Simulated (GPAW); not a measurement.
Mo:

```
Mo
1.0
    -1.58381    1.58381    1.58381
     1.58381   -1.58381    1.58381
     1.58381    1.58381   -1.58381
Mo
1
Direct
  0.00000 0.00000 0.00000
```

```yaml
Program: GPAW 26.7.0
Task: relaxation of cell and atoms
Functional: BLYP
Potentials_or_basis: PAW data sets generated in the run's folder for this functional
Cutoff: 600 eV
Basis: pw
k_mesh: 12 × 12 × 12
Occupations: fermi-dirac, width 0.05 eV
Spin: no spin polarisation
```

At the start: pressure 6.9 GPa; volume 15.89 Å³/atom.

Q: Where does the relaxation end?

A: Over 6 steps the energy falls by 9.7 meV/atom and the volume is 16.37 Å³/atom (+3.0 %); space group Im-3m (No. 229, to 0.05 Å).

The path:
| step | energy change (eV) | largest force (eV/Å) | pressure (GPa) | volume (Å³) |
| --- | --- | --- | --- | --- |
| 1 | 0.0000 | 0.0000 | 6.92 | 15.89 |
| 2 | -0.0090 | 0.0000 | 1.73 | 16.22 |
| 3 | -0.0059 | 0.0000 | -4.16 | 16.65 |
| 4 | -0.0071 | 0.0000 | -3.46 | 16.59 |
| 5 | -0.0088 | 0.0000 | -2.15 | 16.49 |
| 6 | -0.0097 | 0.0000 | -0.42 | 16.37 |

Final structure:
```
CELL_PARAMETERS angstrom
-1.59955 1.59955 1.59955
1.59955 -1.59955 1.59955
1.59955 1.59955 -1.59955
ATOMIC_POSITIONS crystal
Mo 0.00000 0.00000 0.00000
```

Caveat: later steps reuse the first step's grids.
